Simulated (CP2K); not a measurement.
Runs of CP2K 2026.2 on Cs. Symmetry: Fm-3m, No. 225, cubic system. The conventional cell has a = 7.897 Å, b = 7.897 Å, c = 7.897 Å, α = 90.00°, β = 90.00°, γ = 90.00°. This isn't the form of Cs at room conditions, which is bcc.

```csv
task,level,potentials or basis,cell,smearing,basis sets,potentials,CUTOFF of the grids,D3 from the s-dftd3 library (D3_REFERENCE_CODE),hirshfeld SHAPE_FUNCTION,gap on the mesh (eV),pressure (GPa)
single point,PBEsol,POTENTIAL_UZH Cs GTH-PBE-q9; TZVP-MOLOPT-PBE-GTH basis,as given,gaussian 0.05 eV,Cs TZVP-MOLOPT-PBE-GTH-q9,Cs GTH-PBE-q9 of POTENTIAL_UZH,450 Ry,-,-,none,-0.2
single point,RPBE,POTENTIAL_UZH Cs GTH-PBE-q9; TZVP-MOLOPT-PBE-GTH basis,as given,gaussian 0.02 eV,Cs TZVP-MOLOPT-PBE-GTH-q9,Cs GTH-PBE-q9 of POTENTIAL_UZH,450 Ry,-,-,none,0.2
single point,PBEsol,POTENTIAL_UZH Cs GTH-PBE-q9; TZVP-MOLOPT-PBE-GTH basis,as given,gaussian 0.1 eV,Cs TZVP-MOLOPT-PBE-GTH-q9,Cs GTH-PBE-q9 of POTENTIAL_UZH,450 Ry,-,-,none,-0.2
single point,PBEsol,POTENTIAL_UZH Cs GTH-PBE-q9; TZVP-MOLOPT-PBE-GTH basis,the cell as VASP's run set it,gaussian 0.05 eV,Cs TZVP-MOLOPT-PBE-GTH-q9,Cs GTH-PBE-q9 of POTENTIAL_UZH,450 Ry,-,-,none,-0.2
atomic charges,r2SCAN+D3(BJ),POTENTIAL_UZH Cs GTH-SCAN-q9; TZVP-MOLOPT-SCAN-GTH basis,as given,methfessel-paxton 0.1 eV,Cs TZVP-MOLOPT-SCAN-GTH-q9,Cs GTH-SCAN-q9 of POTENTIAL_UZH,675 Ry,yes,GAUSSIAN,none,(a)
```

Alike in all rows: no spin polarisation; k mesh 6 × 6 × 6.

Task: Estimate the missing entries.

Result: (a) 0.0.

Caveats: the basis of atomic orbitals isn't converged, which shifts pressures, moduli and gaps; the potentials were made for another functional, which shifts forces and pressure (some runs); pairwise dispersion overbinds metals, which lowers pressure and volume (some runs).

A k mesh can miss the band edges, and the runs leave out spin-orbit coupling on Cs.

A gap of «none» marks a metal or a gap under the smearing width.
